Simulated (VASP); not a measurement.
# Cu (Fm-3m) in VASP: elastic constants with PBEsol

Aim: the elastic constants of Cu with PBEsol.

Everything below comes from runs of VASP 6.6.1. Logs are shortened: lines on timing, memory, paths and dates and some standing lists are left out, and cuts for length are marked.

### 1 Starting point

It takes space group Fm-3m (No. 225, cubic). Conventional cell: a = 3.569 Å, b = 3.569 Å, c = 3.569 Å, α = 90.00°, β = 90.00°, γ = 90.00°. Cu (site symmetry m-3m) is surrounded by 12 Cu at 2.52 Å.

The cell was built by a generator and needn't be a form met in nature.

### 2 Elastic constants, PBEsol

POSCAR

```
Cu
1.0
   -0.0000000000      1.7844729840      1.7844729840
    1.7844729840      0.0000000000      1.7844729840
    1.7844729840      1.7844729840     -0.0000000000
  Cu
     1
Direct
     0.0000000000000000    0.0000000000000000    1.0000000000000000
```

INCAR.step1

```
PREC = Accurate
ENCUT = 600
EDIFF = 1E-8
ISMEAR = 1
SIGMA = 0.2
LREAL = F
LASPH = T
NELM = 80
ALGO = Fast
ISIF = 3
LWAVE = F
LCHARG = F
GGA = PS
KPAR = 8
IBRION = 2
NSW = 40
EDIFFG = -0.002
```

INCAR.step2

```
PREC = Accurate
ENCUT = 600
EDIFF = 1E-8
ISMEAR = 1
SIGMA = 0.2
LREAL = F
LASPH = T
NELM = 80
ALGO = Fast
ISIF = 3
LWAVE = F
LCHARG = F
GGA = PS
KPAR = 8
IBRION = 6
NFREE = 2
POTIM = 0.015
NSW = 1
```

KPOINTS

```
regular mesh
0
Gamma
  24 24 24
```

Potentials or basis: VASP PAW PBE potentials, release 64 (Cu).

Command:

```
$ cat potpaw_PBE.64/Cu/POTCAR > POTCAR
$ cp INCAR.step1 INCAR
$ mpirun -np 8 vasp_std > vasp.out
$ cp CONTCAR POSCAR
$ cp INCAR.step2 INCAR
$ mpirun -np 8 vasp_std > vasp.out
```

OUTCAR:

```text
PREC = Accurate
   ENCUT = 600
   EDIFF = 1E-8
   ISMEAR = 1
   LREAL = F
   LASPH = T
   NELM = 80
   ISIF = 3
   GGA = PS
   IBRION = 6
   NFREE = 2
   POTIM = 0.015
   NSW = 1

 ion  position               nearest neighbor table
   1  0.000  0.000  0.000-

  LATTYP: Found a face centered cubic cell.
 ALAT       =     3.5693094171

  Lattice vectors:

 A1 = (   0.0000000000,   1.7846547086,   1.7846547086)
 A2 = (   1.7846547086,   0.0000000000,   1.7846547086)
 A3 = (   1.7846547086,   1.7846547086,   0.0000000000)

Analysis of symmetry for initial positions (statically):
=====================================================================
 Subroutine PRICEL returns:
 Original cell was already a primitive cell.

 Routine SETGRP: Setting up the symmetry group for a
 face centered cubic supercell.

 Subroutine GETGRP returns: Found 48 space group operations
 (whereof 48 operations were pure point group operations)
 out of a pool of 48 trial point group operations.

The static configuration has the point symmetry O_h .

Analysis of symmetry for dynamics (positions and initial velocities):
=====================================================================
 Subroutine PRICEL returns:
 Original cell was already a primitive cell.

 Routine SETGRP: Setting up the symmetry group for a
 face centered cubic supercell.

 Subroutine GETGRP returns: Found 48 space group operations
 (whereof 48 operations were pure point group operations)
 out of a pool of 48 trial point group operations.

The dynamic configuration has the point symmetry O_h .

 Subroutine INISYM returns: Found 48 space group operations
 (whereof 48 operations are pure point group operations),
 and found     1 'primitive' translations

----------------------------------------------------------------------------------------

                                     Primitive cell

  volume of cell :      11.3682

  direct lattice vectors                    reciprocal lattice vectors
     0.000000000  1.784654709  1.784654709    -0.280166240  0.280166240  0.280166240
     1.784654709  0.000000000  1.784654709     0.280166240 -0.280166240  0.280166240
     1.784654709  1.784654709  0.000000000     0.280166240  0.280166240 -0.280166240

  length of vectors
     2.523882893  2.523882893  2.523882893     0.485262163  0.485262163  0.485262163

  position of ions in fractional coordinates (direct lattice)
     0.000000000  0.000000000  0.000000000

  ion indices of the primitive-cell ions
   primitive index   ion index
                 1           1

----------------------------------------------------------------------------------------

 KPOINTS: regular mesh

Automatic generation of k-mesh.
 Grid dimensions read from file:
 generate k-points for:   24   24   24

 Generating k-lattice:

  Cartesian coordinates                     Fractional coordinates (reciprocal lattice)
[... 98 lines left out ...]
   NGX =  9   NGY =  9   NGZ =  9

--------------------------------------- Ionic step        1  -------------------------------------------

 number of electron      11.0000013 magnetization

 Free energy of the ion-electron system (eV)
  ---------------------------------------------------
  ext. energy  EPLUGINS =         0.00000000
  ---------------------------------------------------
  free energy    TOTEN  =        -4.30949674 eV

  energy without entropy =       -4.30996583  energy(sigma->0) =       -4.30965311

------------------------ aborting loop because EDIFF is reached ----------------------------------------

  FORCE on cell =-STRESS in cart. coord.  units (eV):
  Direction    XX          YY          ZZ          XY          YZ          ZX
  --------------------------------------------------------------------------------------
  -------------------------------------------------------------------------------------
  Total        0.0039959      0.0039959      0.0039959     -0.0000000      0.0000000     -0.0000000
  in kB        0.5631550      0.5631550      0.5631550     -0.0000000      0.0000000     -0.0000000
  external PRESSURE =       0.5631550 kB  Pullay stress =       0.0000000 kB
[... 86 lines left out ...]
  FREE ENERGIE OF THE ION-ELECTRON SYSTEM (eV)
  ---------------------------------------------------
  free  energy   TOTEN  =        -4.3077962871 eV

  energy  without entropy=       -4.3081263635  energy(sigma->0) =       -4.30790631

[... ionic steps 4 to 12 ...]

--------------------------------------- Ionic step       13  -------------------------------------------

 number of electron      11.0000012 magnetization

------------------------ aborting loop because EDIFF is reached ----------------------------------------
[... 65 lines left out ...]
--------------------------------------- Ionic step       15  -------------------------------------------

 number of electron      11.0000007 magnetization

 Free energy of the ion-electron system (eV)
  ---------------------------------------------------
  ext. energy  EPLUGINS =         0.00000000
  ---------------------------------------------------
  free energy    TOTEN  =        -4.30949019 eV

  energy without entropy =       -4.30995918  energy(sigma->0) =       -4.30964652

 E-fermi :   7.8859     XC(G=0): -13.1318

 val. band max:        7.8744094127   @ k =   0.5000   0.1667   0.0417
 cond. band min:       7.9485853367   @ k =   0.5000   0.2500   0.0833
 fundamental gap:      0.0741759241
 Fermi energy:         7.8858697419

 k-point     1 :       0.0000    0.0000    0.0000
  band No.  band energies     occupation
      1      -1.8030      2.00000
      2       4.7372      2.00000
      3       4.7372      2.00000
      4       4.7372      2.00000
      5       5.6200      2.00000
      6       5.6200      2.00000
      7      30.7688      0.00000
      8      33.6815      0.00000
      9      33.6838      0.00000
[... 265 lines left out ...]
 k-point    24 :       0.4583    0.0417    0.0000
  band No.  band energies     occupation
      1       2.5385      2.00000
      2       4.6935      2.00000
      3       4.7435      2.00000
      4       5.7436      2.00000
      5       6.2088      2.00000
      6       6.6824      2.00000
      7      12.6384      0.00000
      8      28.9329      0.00000
      9      29.7376      0.00000

 [... further k-points ...]

------------------------ aborting loop because EDIFF is reached ----------------------------------------

  FORCE on cell =-STRESS in cart. coord.  units (eV):
  Direction    XX          YY          ZZ          XY          YZ          ZX
  --------------------------------------------------------------------------------------
  -------------------------------------------------------------------------------------
  Total       -0.0000830     -0.0000830     -0.0000830      0.0000000      0.0000000      0.0000000
  in kB       -0.0116934     -0.0116934     -0.0116934      0.0000000      0.0000000      0.0000000
  external PRESSURE =      -0.0116934 kB  Pullay stress =       0.0000000 kB
[... 16 lines left out ...]
  FREE ENERGIE OF THE ION-ELECTRON SYSTEM (eV)
  ---------------------------------------------------
  free  energy   TOTEN  =        -4.3094901901 eV

  energy  without entropy=       -4.3099591805  energy(sigma->0) =       -4.30964652

 INTERNAL STRAIN TENSORS FROM STRAINED CELLS
 ============================================

 INTERNAL STRAIN TENSOR FOR ION    1 for displacements in x,y,z  (eV/Angst):
          X           Y           Z          XY          YZ          ZX
  --------------------------------------------------------------------------------
  x     0.00000     0.00000    -0.00000     0.00000    -0.00000     0.00000
  y     0.00000     0.00000     0.00000     0.00000    -0.00000    -0.00000
  z    -0.00000     0.00000     0.00000    -0.00000     0.00000     0.00000

 INTERNAL STRAIN TENSORS FROM DISPLACED ATOMS
 ============================================

 INTERNAL STRAIN TENSOR FOR ION    1 for displacements in x,y,z  (eV/Angst):
          X           Y           Z          XY          YZ          ZX
  --------------------------------------------------------------------------------
  x     0.00000     0.00000     0.00000     0.00000     0.00000     0.00000
  y     0.00000     0.00000     0.00000     0.00000     0.00000     0.00000
  z     0.00000     0.00000     0.00000     0.00000     0.00000     0.00000

 Eigenvectors and eigenvalues of the dynamical matrix
 ----------------------------------------------------

   1 f  =    0.000000 THz     0.000000 2PiTHz    0.000000 cm-1     0.000000 meV
             X         Y         Z           dx          dy          dz
      0.000000  0.000000  0.000000     1.000000    0.000000    0.000000

   2 f  =    0.000000 THz     0.000000 2PiTHz    0.000000 cm-1     0.000000 meV
             X         Y         Z           dx          dy          dz
      0.000000  0.000000  0.000000     0.000000    1.000000    0.000000

   3 f  =    0.000000 THz     0.000000 2PiTHz    0.000000 cm-1     0.000000 meV
             X         Y         Z           dx          dy          dz
      0.000000  0.000000  0.000000     0.000000    0.000000    1.000000

--------------------------------------------------------------------------------------------------------

 ELASTIC MODULI CONTR FROM IONIC RELAXATION (kBar)
 Direction    XX          YY          ZZ          XY          YZ          ZX
 --------------------------------------------------------------------------------
 XX           0.0000      0.0000      0.0000      0.0000      0.0000      0.0000
 YY           0.0000      0.0000      0.0000      0.0000      0.0000      0.0000
 ZZ           0.0000      0.0000      0.0000      0.0000      0.0000      0.0000
 XY           0.0000      0.0000      0.0000      0.0000      0.0000      0.0000
 YZ           0.0000      0.0000      0.0000      0.0000      0.0000      0.0000
 ZX           0.0000      0.0000      0.0000      0.0000      0.0000      0.0000
 --------------------------------------------------------------------------------

 TOTAL ELASTIC MODULI (kBar)
 Direction    XX          YY          ZZ          XY          YZ          ZX
 --------------------------------------------------------------------------------
 XX        2089.5841   1422.2147   1422.2147      0.0000     -0.0000     -0.0000
 YY        1422.2147   2089.5841   1422.2147      0.0000      0.0000      0.0000
 ZZ        1422.2147   1422.2147   2089.5841     -0.0000      0.0000     -0.0000
 XY           0.0000      0.0000     -0.0000   1005.4905      0.0000      0.0000
 YZ          -0.0000      0.0000      0.0000      0.0000   1005.4905      0.0000
 ZX          -0.0000      0.0000     -0.0000      0.0000      0.0000   1005.4905
 --------------------------------------------------------------------------------
```

It took 8.1 min on 8 MPI ranks of Intel Xeon Platinum 8488C (Sapphire Rapids), shared host; peak memory 0.83 GiB.

Results:

* Elastic constants C11, C12, C44: 209, 142, 101 GPa
* Voigt bulk modulus: 164 GPa

Elastic tensor in Voigt notation (GPa, in the Cartesian axes of the cell as first typed):
```
209 142 142   0   0   0
142 209 142   0   0   0
142 142 209   0   0   0
  0   0   0 101   0   0
  0   0   0   0 101   0
  0   0   0   0   0 101
```

Clamped-ion elastic tensor (GPa):
```
209 142 142   0   0   0
142 209 142   0   0   0
142 142 209   0   0   0
  0   0   0 101   0   0
  0   0   0   0 101   0
  0   0   0   0   0 101
```

Caveat: the PAW data sets were made with another functional, which shifts forces and pressure a little.
